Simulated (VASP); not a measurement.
# CdSe (P6_3mc) in VASP: electric field gradients with r2SCAN

Aim: the electric field gradients of CdSe with r2SCAN.

All numbers are computed with VASP 6.6.1; they aren't measurements. Logs are shortened: lines on timing, memory, paths and dates and some standing lists are left out, and cuts for length are marked.

**The experiment to reproduce.**

From a printed reference work, data compilation, for a bulk crystal of CdSe at 2 K: band gap 1.841 eV.

How close the calculation comes is told below.

## (1) The structure

Symmetry: P6_3mc, No. 186, hexagonal system. The conventional cell has a = 4.346 Å, b = 4.346 Å, c = 7.090 Å, α = 90.00°, β = 90.00°, γ = 120.00°. Cd (site symmetry 3m) has 4 Se at 2.66 to 2.67 Å as nearest neighbours. Se (site symmetry 3m) is surrounded by 4 Cd at 2.66 to 2.67 Å.

The cell is a database's computed one.

## (2) Electric field gradients, r2SCAN

POSCAR

```
CdSe
1.0
    4.3460853832      0.0000000000      0.0000000000
   -2.1730426916      3.7638203488      0.0000000000
    0.0000000000      0.0000000000      7.0898398800
Cd Se
2 2
Direct
    0.6666666667      0.3333333333      0.4999533600
    0.3333333333      0.6666666667      0.9999533600
    0.6666666667      0.3333333333      0.8759066400
    0.3333333333      0.6666666667      0.3759066400
```

INCAR.step1

```
PREC = Accurate
ENCUT = 520
ISMEAR = -1
SIGMA = 0.01
LREAL = False
LASPH = True
NELM = 100
NBANDS = 26
GGA = PE
ALGO = Normal
EDIFF = 1E-4
LWAVE = True
LCHARG = False
```

INCAR.step2

```
PREC = Accurate
ENCUT = 520
EDIFF = 1E-8
ISMEAR = -1
SIGMA = 0.01
LREAL = False
LASPH = True
NELM = 100
ALGO = Normal
ISIF = 2
LWAVE = False
LCHARG = False
METAGGA = R2SCAN
LMIXTAU = True
LEFG = True
NBANDS = 26
ISTART = 1
```

KPOINTS

```
Automatic mesh
0
Gamma
  8 8 5
```

Potentials or basis: VASP PAW PBE potentials, release 64 (Cd, Se).

Launch:

```sh
$ cat potpaw_PBE.64/Cd/POTCAR potpaw_PBE.64/Se/POTCAR > POTCAR
$ cp INCAR.step1 INCAR
$ mpirun -np 1 vasp_std > vasp.out
$ cp INCAR.step2 INCAR
$ mpirun -np 1 vasp_std > vasp.out
```

OUTCAR:

```text
PREC = Accurate
   ENCUT = 520
   EDIFF = 1E-8
   ISMEAR = -1
   LREAL = False
   LASPH = True
   NELM = 100
   ISIF = 2
   METAGGA = R2SCAN
   ISTART = 1

 ion  position               nearest neighbor table
   1  0.667  0.333  0.500-   4 2.66   4 2.66   4 2.66   3 2.67
   2  0.333  0.667  1.000-   3 2.66   3 2.66   3 2.66   4 2.67
   3  0.667  0.333  0.876-   2 2.66   2 2.66   2 2.66   1 2.67
   4  0.333  0.667  0.376-   1 2.66   1 2.66   1 2.66   2 2.67

  LATTYP: Found a hexagonal cell.
 ALAT       =     4.3460853832
 C/A-ratio  =     1.6313162892

  Lattice vectors:

 A1 = (   4.3460853832,   0.0000000000,   0.0000000000)
 A2 = (  -2.1730426916,   3.7638203488,   0.0000000000)
 A3 = (   0.0000000000,   0.0000000000,   7.0898398800)

Analysis of symmetry for initial positions (statically):
=====================================================================
 Subroutine PRICEL returns:
 Original cell was already a primitive cell.

 Routine SETGRP: Setting up the symmetry group for a
 hexagonal supercell.

 Subroutine GETGRP returns: Found 12 space group operations
 (whereof  6 operations were pure point group operations)
 out of a pool of 24 trial point group operations.

The static configuration has the point symmetry C_3v.
 The point group associated with its full space group is C_6v.

Analysis of symmetry for dynamics (positions and initial velocities):
=====================================================================
 Subroutine PRICEL returns:
 Original cell was already a primitive cell.

 Routine SETGRP: Setting up the symmetry group for a
 hexagonal supercell.

 Subroutine GETGRP returns: Found 12 space group operations
 (whereof  6 operations were pure point group operations)
 out of a pool of 24 trial point group operations.

The dynamic configuration has the point symmetry C_3v.
 The point group associated with its full space group is C_6v.

 Subroutine INISYM returns: Found 12 space group operations
 (whereof  6 operations are pure point group operations),
 and found     1 'primitive' translations

----------------------------------------------------------------------------------------

                                     Primitive cell

  volume of cell :     115.9748

  direct lattice vectors                    reciprocal lattice vectors
     4.346085383  0.000000000  0.000000000     0.230092120  0.132843747  0.000000000
    -2.173042692  3.763820349  0.000000000     0.000000000  0.265687495  0.000000000
     0.000000000  0.000000000  7.089839880     0.000000000  0.000000000  0.141046909

  length of vectors
     4.346085383  4.346085383  7.089839880     0.265687495  0.265687495  0.141046909

  position of ions in fractional coordinates (direct lattice)
     0.666666667  0.333333333  0.499953360
     0.333333333  0.666666667  0.999953360
     0.666666667  0.333333333  0.875906640
     0.333333333  0.666666667  0.375906640

  ion indices of the primitive-cell ions
   primitive index   ion index
                 1           1
                 2           2
                 3           3
                 4           4

----------------------------------------------------------------------------------------

 KPOINTS: Automatic mesh

Automatic generation of k-mesh.
 Grid dimensions read from file:
 generate k-points for:    8    8    5

 Generating k-lattice:

  Cartesian coordinates                     Fractional coordinates (reciprocal lattice)
     0.028761515  0.016605468  0.000000000     0.125000000  0.000000000  0.000000000
     0.000000000  0.033210937  0.000000000     0.000000000  0.125000000  0.000000000
     0.000000000  0.000000000  0.028209382     0.000000000  0.000000000  0.200000000

[... 40 lines left out ...]
   total plane-waves  NPLWV =  55296
   dimension x,y,z NGX =    32 NGY =   32 NGZ =   54
   dimension x,y,z NGXF=    64 NGYF=   64 NGZF=  108
   ions per type =               2   2
   NGX,Y,Z   is equivalent  to a cutoff of  12.24, 12.24, 12.66 a.u.
   NGXF,Y,Z  is equivalent  to a cutoff of  24.48, 24.48, 25.32 a.u.
 SYSTEM =  unknown system
   PREC   = accura    normal or accurate (medium, high low for compatibility)
   ISTART =      1    job   : 0-new  1-cont  2-samecut
   ICHARG =      0    charge: 1-file 2-atom 10-const
   ISPIN  =      1    spin polarized calculation?
   LNONCOLLINEAR =      F non collinear calculations
   LSORBIT =      F    spin-orbit coupling
   LASPH  =      T    aspherical Exc in radial PAW
   ENCUT  =  520.0 eV  38.22 Ry    6.18 a.u.   8.08  8.08 13.18*2*pi/ulx,y,z
   NELM   =    100;   NELMIN=  2; NELMDL=  0     # of ELM steps
   EDIFF  = 0.1E-07   stopping-criterion for ELM
   LREAL  =      F    real-space projection
   EDIFFG = 0.1E-06   stopping-criterion for IOM
   NSW    =      0    number of steps for IOM
   IBRION =     -1    ionic relax: 0-MD 1-quasi-New 2-CG
   NFREE  =      0    steps in history (QN), initial steepest desc. (CG)
   ISIF   =      2    stress and relaxation
   ISYM   =      2    0-nonsym 1-usesym 2-fastsym
   POTIM  = 0.5000    time-step for ionic-motion
   TEBEG  =    0.0;   TEEND  =   0.0 temperature during run
   PSTRESS=    0.0 pullay stress
   NELECT =      36.0000    total number of electrons
   NUPDOWN=      -1.0000    fix difference up-down
   EMIN   =  10.00;   EMAX   =-10.00  energy-range for DOS
   EFERMI =   0.00;   METHOD = LEGACY
   ISMEAR =    -1;   SIGMA  =   0.01  broadening in eV -4-tet -1-fermi 0-gaus
   EFERMI_NEDOS =   21; number of points for ismear=-14 and -15
   IALGO  =     38    algorithm
   IMIX   =      4    mixing-type and parameters
     AMIX     =   0.40;   BMIX     =  1.00
     AMIX_MAG =   1.60;   BMIX_MAG =  1.00
  volume/ion in A,a.u.               =      28.99       195.66
  Fermi-wavevector in a.u.,A,eV,Ry     =   1.108463  2.094691 16.717341  1.228690
  Thomas-Fermi vector in A             =   2.244990
   LORBIT       =      0    0 simple, 1 ext, 2 COOP (PROOUT), +10 PAW based schemes
   METAGGA = R2SCAN    functional components
   LHFCALC =     F    Hartree Fock is set to
   AEXX    =    0.0000 exact exchange contribution
   IVDW    =     0    specifies the selected vdW correction
   LEPSILON=     F    determine dielectric tensor
   LRPA    =     F    only Hartree local field effects (RPA)
 non-spin polarized calculation
  energy-cutoff  :      520.00
  volume of cell :      115.97
 maximum number of plane-waves:      3144
   NGX = 17   NGY = 17   NGZ = 27

 number of electron      36.0000002 magnetization

 Free energy of the ion-electron system (eV)
  ---------------------------------------------------
  ext. energy  EPLUGINS =         0.00000000
  ---------------------------------------------------
  free energy    TOTEN  =       -71.83307916 eV

  energy without entropy =      -71.83307916  energy(sigma->0) =      -71.83307916

 E-fermi :   0.6068     XC(G=0):  -9.2761

 val. band max:        0.4096322405   @ k =   0.0000   0.0000   0.0000
 cond. band min:       1.4927575103   @ k =   0.0000   0.0000   0.0000
 fundamental gap:      1.0831252698
 Fermi energy:         0.6067660530

 k-point     1 :       0.0000    0.0000    0.0000
  band No.  band energies     occupation
      1     -12.4445      2.00000
      2     -12.0864      2.00000
      3      -7.6523      2.00000
      4      -7.6473      2.00000
      5      -7.6472      2.00000
      6      -7.5798      2.00000
[... 685 lines left out ...]
     25       8.3842      0.00000
     26       9.1799      0.00000

 [... further k-points ...]

------------------------ aborting loop because EDIFF is reached ----------------------------------------

  FORCE on cell =-STRESS in cart. coord.  units (eV):
  Direction    XX          YY          ZZ          XY          YZ          ZX
  --------------------------------------------------------------------------------------
  -------------------------------------------------------------------------------------
  Total        0.0162824      0.0162824     -0.0038200      0.0000000     -0.0000000      0.0000000
  in kB        0.2249388      0.2249388     -0.0527723      0.0000000     -0.0000000      0.0000000
  external PRESSURE =       0.1323684 kB  Pullay stress =       0.0000000 kB

 VOLUME and BASIS-vectors are now :
 -----------------------------------------------------------------------------
  energy-cutoff  :      520.00
  volume of cell :      115.97
      direct lattice vectors                 reciprocal lattice vectors
     4.346085383  0.000000000  0.000000000     0.230092120  0.132843747  0.000000000
    -2.173042692  3.763820349  0.000000000     0.000000000  0.265687495  0.000000000
     0.000000000  0.000000000  7.089839880     0.000000000  0.000000000  0.141046909

 POSITION                                       TOTAL-FORCE (eV/Angst)
 -----------------------------------------------------------------------------------
      2.17304      1.25461      3.54459         0.000000     -0.000000      0.003305
     -0.00000      2.50921      7.08951        -0.000000      0.000000      0.003305
      2.17304      1.25461      6.21004         0.000000     -0.000000     -0.003305
     -0.00000      2.50921      2.66512         0.000000     -0.000000     -0.003305
 -----------------------------------------------------------------------------------
    total drift:                               -0.000000      0.000000     -0.003777

  FREE ENERGIE OF THE ION-ELECTRON SYSTEM (eV)
  ---------------------------------------------------
  free  energy   TOTEN  =       -71.8330791649 eV

  energy  without entropy=      -71.8330791648  energy(sigma->0) =      -71.83307916

 Electric field gradients (V/A^2)
---------------------------------------------------------------------
 ion       V_xx      V_yy      V_zz      V_xy      V_xz      V_yz
---------------------------------------------------------------------
   1      -1.428    -1.427     2.855     0.001     0.000    -0.000
   2      -1.428    -1.427     2.855     0.001    -0.000     0.000
   3      -0.722    -0.722     1.444    -0.000     0.000    -0.000
   4      -0.722    -0.722     1.444    -0.000    -0.000     0.000
---------------------------------------------------------------------

 Electric field gradients after diagonalization (V/A^2)
 (convention: |V_zz| > |V_xx| > |V_yy|)
----------------------------------------------------------------------
 ion       V_xx      V_yy      V_zz     asymmetry (V_yy - V_xx)/ V_zz
----------------------------------------------------------------------
   1      -1.429    -1.427     2.855       0.001
   2      -1.429    -1.427     2.855       0.001
   3      -0.722    -0.722     1.444       0.000
   4      -0.722    -0.722     1.444       0.000
----------------------------------------------------------------------

           NMR quadrupolar parameters

 Cq : quadrupolar parameter    Cq=e*Q*V_zz/h
 eta: asymmetry parameters     (V_yy - V_xx)/ V_zz
 Q  : nuclear electric quadrupole moment in mb (millibarn)
----------------------------------------------------------------------
 ion       Cq(MHz)       eta       Q (mb)
----------------------------------------------------------------------
   1       0.007       0.001       1.000
   2       0.007       0.001       1.000
   3       0.003       0.000       1.000
   4       0.003       0.000       1.000
----------------------------------------------------------------------
```

Wall time 4 min (1 thread of AMD EPYC 9R45 (Zen 5), shared host); peak memory 0.25 GiB.

What came out:

```
Free energy            : -71.8331 eV
Pressure               : 0.0 GPa
Largest force          : 0.003 eV/Å
Band gap on the k mesh : 1.08 eV, direct
```

Forces on the atoms (eV/Å):
```
Cd   0.000  0.000  0.003
Cd   0.000  0.000  0.003
Se   0.000  0.000 -0.003
Se   0.000  0.000 -0.003
```

Levels at points of the mesh, in eV from the valence-band top:
```csv
k point,band 15,band 16,band 17,band 18,band 19,band 20,band 21,band 22
"(0.00, 0.00, 0.00)",-0.73,-0.04,0.00,0.00,1.08,2.63,6.38,6.38
"(0.50, 0.00, 0.00)",-2.56,-1.79,-1.27,-0.73,3.62,3.71,5.09,6.53
```

Electric field gradients, principal values (V/Å²):
```csv
atom,Vxx,Vyy,Vzz
1 Cd,-1.427,-1.429,2.855
2 Cd,-1.427,-1.429,2.855
3 Se,-0.722,-0.722,1.444
4 Se,-0.722,-0.722,1.444
```

Caveat: the PAW data sets were made with another functional, which shifts forces and pressure a little.

## (3) Against experiment

Step 2. Against the measured gap of CdSe, 1.841 eV (2 K; a printed reference work, data compilation), the calculated 1.08 eV is off by -0.76 eV. Spin-orbit coupling on Cd, Se is left out. The value is that of r2SCAN, without temperature or zero-point motion. The cell is a database's relaxed one, not the measured one, which moves gaps too.
